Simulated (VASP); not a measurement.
# CaB2 (P6/mmm) in VASP: a series of runs, part 2 of 2

VASP 6.6.1. Earlier steps stand in the parts before.

## (3) Relaxation of cell and atoms, r2SCAN

INCAR reads:

```
PREC = Accurate
ENCUT = 600
EDIFF = 1E-6
ISMEAR = 1
SIGMA = 0.2
LREAL = F
LASPH = T
NELM = 60
ALGO = Normal
ISIF = 3
LWAVE = F
LCHARG = F
METAGGA = R2SCAN
LMIXTAU = T
IBRION = 2
NSW = 40
EDIFFG = -0.01
LMAXMIX = 6
```

KPOINTS reads:

```
Automatic mesh
0
Gamma
  9 9 7
```

POSCAR reads:

```
CaB2
1.0
    3.2264302843      0.0000000000      0.0000000000
   -1.6132151421      2.7941705897      0.0000000000
    0.0000000000      0.0000000000      4.0673920000
Ca B
1 2
Direct
    0.0000000000      0.0000000000      0.0000000000
    0.6666666667      0.3333333333      0.5000000000
    0.3333333333      0.6666666667      0.5000000000
```

Potentials or basis: VASP PAW PBE potentials, release 64 (Ca_sv, B).

Started as:

```console
> cat potpaw_PBE.64/Ca_sv/POTCAR potpaw_PBE.64/B/POTCAR > POTCAR
> mpirun -np 1 vasp_std > vasp.out
```

OUTCAR:

```text
PREC = Accurate
   ENCUT = 600
   EDIFF = 1E-6
   ISMEAR = 1
   LREAL = F
   LASPH = T
   NELM = 60
   ISIF = 3
   METAGGA = R2SCAN
   IBRION = 2
   NSW = 40
   EDIFFG = -0.01

 ion  position               nearest neighbor table
   1  0.000  0.000  0.000-
   2  0.667  0.333  0.500-   3 1.86   3 1.86   3 1.86
   3  0.333  0.667  0.500-   2 1.86   2 1.86   2 1.86

  LATTYP: Found a hexagonal cell.
 ALAT       =     3.2264302843
 C/A-ratio  =     1.2606477257

  Lattice vectors:

 A1 = (   3.2264302843,   0.0000000000,   0.0000000000)
 A2 = (  -1.6132151421,   2.7941705897,   0.0000000000)
 A3 = (   0.0000000000,   0.0000000000,   4.0673920000)

Analysis of symmetry for initial positions (statically):
=====================================================================
 Subroutine PRICEL returns:
 Original cell was already a primitive cell.

 Routine SETGRP: Setting up the symmetry group for a
 hexagonal supercell.

 Subroutine GETGRP returns: Found 24 space group operations
 (whereof 24 operations were pure point group operations)
 out of a pool of 24 trial point group operations.

The static configuration has the point symmetry D_6h.

Analysis of symmetry for dynamics (positions and initial velocities):
=====================================================================
 Subroutine PRICEL returns:
 Original cell was already a primitive cell.

 Routine SETGRP: Setting up the symmetry group for a
 hexagonal supercell.

 Subroutine GETGRP returns: Found 24 space group operations
 (whereof 24 operations were pure point group operations)
 out of a pool of 24 trial point group operations.

The dynamic configuration has the point symmetry D_6h.

 Subroutine INISYM returns: Found 24 space group operations
 (whereof 24 operations are pure point group operations),
 and found     1 'primitive' translations

[... 177 lines left out ...]
  ---------------------------------------------------
  free  energy   TOTEN  =       -22.3080374301 eV

  energy  without entropy=      -22.3087595549  energy(sigma->0) =      -22.30827814

--------------------------------------- Ionic step        2  -------------------------------------------

 number of electron      16.0000002 magnetization

 Free energy of the ion-electron system (eV)
  ---------------------------------------------------
  ext. energy  EPLUGINS =         0.00000000
  ---------------------------------------------------
  free energy    TOTEN  =       -22.30847561 eV

  energy without entropy =      -22.30931757  energy(sigma->0) =      -22.30875626

 E-fermi :   4.7096     XC(G=0): -11.4068

 val. band max:        4.6760873765   @ k =   0.3333   0.3333   0.0000
 cond. band min:       4.7270602503   @ k =   0.4444   0.1111   0.2857
 fundamental gap:      0.0509728738
 Fermi energy:         4.7096146841

 k-point     1 :       0.0000    0.0000    0.0000
  band No.  band energies     occupation
      1     -36.8555      2.00000
      2     -16.9621      2.00000
      3     -16.7828      2.00000
      4     -16.7828      2.00000
      5      -6.4548      2.00000
      6       2.6689      2.00000
      7       5.1011     -0.01830
      8       5.1011     -0.01830
      9       5.3878     -0.00002
     10      10.4258      0.00000
     11      10.4259      0.00000
     12      11.3258      0.00000
[... 331 lines left out ...]
 k-point    24 :       0.3333    0.3333    0.1429
  band No.  band energies     occupation
      1     -36.7300      2.00000
      2     -17.3054      2.00000
      3     -17.3054      2.00000
      4     -16.7901      2.00000
      5      -1.7437      2.00000
      6      -1.7437      2.00000
      7       0.3998      2.00000
      8       4.5928      1.82551
      9       4.5928      1.82548
     10       9.2374      0.00000
     11       9.2374      0.00000
     12      11.5125      0.00000

 [... further k-points ...]

------------------------ aborting loop because EDIFF is reached ----------------------------------------

  FORCE on cell =-STRESS in cart. coord.  units (eV):
  Direction    XX          YY          ZZ          XY          YZ          ZX
  --------------------------------------------------------------------------------------
  -------------------------------------------------------------------------------------
  Total       -0.0156048     -0.0156048     -0.0059956     -0.0000000     -0.0000000     -0.0000000
  in kB       -0.6803775     -0.6803775     -0.2614127     -0.0000000     -0.0000000     -0.0000000
  external PRESSURE =      -0.5407226 kB  Pullay stress =       0.0000000 kB

 VOLUME and BASIS-vectors are now :
 -----------------------------------------------------------------------------
  energy-cutoff  :      600.00
  volume of cell :       36.75
      direct lattice vectors                 reciprocal lattice vectors
     3.224041458 -0.000000000  0.000000000     0.310169709  0.179076565 -0.000000000
    -1.612020729  2.792101805 -0.000000000     0.000000000  0.358153130 -0.000000000
     0.000000000  0.000000000  4.082119766     0.000000000  0.000000000  0.244970765

 POSITION                                       TOTAL-FORCE (eV/Angst)
 -----------------------------------------------------------------------------------
      3.22404     -0.00000      0.00000        -0.000000     -0.000000      0.000000
      1.61202      0.93070      2.04106        -0.000000      0.000000     -0.000000
     -0.00000      1.86140      2.04106         0.000000     -0.000000      0.000000
 -----------------------------------------------------------------------------------
    total drift:                                0.000000      0.000000     -0.000000

  FREE ENERGIE OF THE ION-ELECTRON SYSTEM (eV)
  ---------------------------------------------------
  free  energy   TOTEN  =       -22.3084756059 eV

  energy  without entropy=      -22.3093175703  energy(sigma->0) =      -22.30875626

 reached required accuracy - stopping structural energy minimisation
```

OSZICAR:

```text
N       E                     dE             d eps       ncg     rms          rms(c)
DAV:   1     0.983312979886E+02    0.98331E+02   -0.90606E+03  1152   0.149E+03
DAV:   2    -0.212922798941E+02   -0.11962E+03   -0.11396E+03  1244   0.329E+02
DAV:   3    -0.257286602425E+02   -0.44364E+01   -0.42203E+01  1552   0.584E+01
[... 22 lines left out ...]
DAV:   4    -0.223084842995E+02   -0.12908E-04   -0.61362E-05  1428   0.104E-01    0.219E-02
DAV:   5    -0.223084578760E+02    0.26423E-04   -0.60566E-05  1392   0.100E-01    0.822E-03
DAV:   6    -0.223084709585E+02   -0.13083E-04   -0.27983E-05  1300   0.723E-02    0.465E-03
DAV:   7    -0.223084755045E+02   -0.45460E-05   -0.79187E-06  1416   0.347E-02    0.145E-03
DAV:   8    -0.223084756059E+02   -0.10137E-06   -0.19153E-07   768   0.530E-03
   2 F= -.22308476E+02 E0= -.22308756E+02  d E =-.438176E-03
```

It took 2 min on 1 thread of AMD EPYC 9R45 (Zen 5), shared host; peak memory 0.17 GiB.

What came out:

| Quantity | Value |
| --- | --- |
| Free energy | -22.3085 eV |
| Relaxed volume | 12.25 Å³/atom |
| Relaxed cell | a = 3.224 Å, b = 3.224 Å, c = 4.082 Å, α = 90.00°, β = 90.00°, γ = 120.00° |
| Space group after relaxing (to 0.05 Å) | P6/mmm (No. 191) |
| Energy gained by relaxing | 0.1 meV/atom |
| Ionic steps | 2 |
| Pressure after relaxing | -0.1 GPa |
| Band gap on the k mesh | none (metal or under the smearing width) |

Step by step:
| step | energy change (eV) | largest force (eV/Å) | pressure (GPa) | volume (Å³) |
| --- | --- | --- | --- | --- |
| 1 | 0.0000 | 0.0000 | 0.19 | 36.67 |
| 2 | -0.0004 | 0.0000 | -0.05 | 36.75 |

Final structure:
```yaml
crystal:
  lattice:
    - [3.22404, 0.00000, 0.00000]
    - [-1.61202, 2.79210, 0.00000]
    - [0.00000, 0.00000, 4.08212]
  atoms:
    - { symbol: Ca, position: [0.00000, 0.00000, 0.00000] }
    - { symbol: B, position: [0.66667, 0.33333, 0.50000] }
    - { symbol: B, position: [0.33333, 0.66667, 0.50000] }
```

Levels at points of the mesh, in eV from the Fermi level:
```tsv
k point	band 4	band 5	band 6	band 7	band 8	band 9	band 10	band 11	band 12
(0.00, 0.00, 0.00)	-21.49	-11.16	-2.04	0.39	0.39	0.68	5.72	5.72	6.62
```

Caveat: the PAW data sets were made with another functional, which shifts forces and pressure a little.

## (4) The reference run

An earlier run on the cell as given: functional PBE; potentials or basis VASP PAW PBE potentials, release 64 (Ca_sv, B); cutoff 520 eV; k mesh 9 × 9 × 7; occupations fermi-dirac, width 0.05 eV; no spin polarisation.

* Pressure: -0.1 GPa
* Band gap on the k mesh: none (metal or under the smearing width)

## (5) Summary

| task | level | cell | cutoff (eV) | smearing | other keys | gap on the mesh (eV) | pressure (GPa) | relaxed volume (Å³/atom) |
| --- | --- | --- | --- | --- | --- | --- | --- | --- |
| relaxation of cell and atoms | r2SCAN+rVV10 | relaxed | 600 | fermi-dirac 0.05 eV | - | none | 0.0 | 12.19 |
| relaxation of cell and atoms | r2SCAN | relaxed | 600 | methfessel-paxton 0.2 eV | ISMEAR = 1; SIGMA = 0.2; LMAXMIX = 6 | none | -0.1 | 12.25 |
| single point | PBE | as given | 520 | fermi-dirac 0.05 eV | - | none | -0.1 | - |

Alike in all rows: potentials or basis VASP PAW PBE potentials, release 64 (Ca_sv, B); no spin polarisation; k mesh 9 × 9 × 7.

Caveats: the PAW data sets were made with another functional, which shifts forces and pressure a little (some runs).

Total energies depend on the potentials used, so only differences within one code and one set of settings carry meaning.
